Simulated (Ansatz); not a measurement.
## All-electron card of InP

```xyz
2
Lattice="0.0000 2.9305 2.9305 2.9305 0.0000 2.9305 2.9305 2.9305 0.0000" Properties=species:S:1:pos:R:3 pbc="T T T"
In    0.0000    0.0000    0.0000
P     4.3957    4.3957    4.3957
```

Atom numbers follow the list: In1, P2.

Conventional cell: a = 5.861 Å, b = 5.861 Å, c = 5.861 Å, α = 90.00°, β = 90.00°, γ = 90.00°. In (atom 1) has 4 P at 2.54 Å as nearest neighbours. P (atom 2) is surrounded by 4 In at 2.54 Å.

The cell is COD entry 1010146, as deposited and not checked against the literature; nothing was relaxed. It is an old determination, and later ones may differ.

Spin–orbit coupling is left out, though it moves levels of the heavy atoms by tenths of an eV or more.

Methods: DFT, PBE, all-electron LAPW, scalar-relativistic (Ansatz 0.2.0); DFT, PBE, PAW with Ansatz's default frozen-core files, scalar-relativistic (Ansatz 0.2.0).

For LAPW: a Γ-centred 11×11×11 k mesh, Fermi–Dirac smearing of 0.03 eV, basis error target 0.25 meV/atom, no spin polarisation. PAW takes a cutoff of 420 eV at this cell. The Ansatz runs share mesh, smearing and spin set-up. Values come from LAPW unless marked.

| Item | Value |
| --- | --- |
| Pressure at this cell | 3.34 GPa |
| Volume per atom | 25.17 Å³ |

Q: Predict this quantity. Bader charges (from the PAW run).

A: In1 +0.88, P2 -0.88 e.

Q: Give the computed value. Band gap.

A: 0.71 eV, direct at Γ.

Q: Predict this quantity. Löwdin charges (with 0.04 e of the cell spilling out of the atomic basis, so their sizes and signs hang on that basis).

A: In1 0.29, P2 -0.25 e.
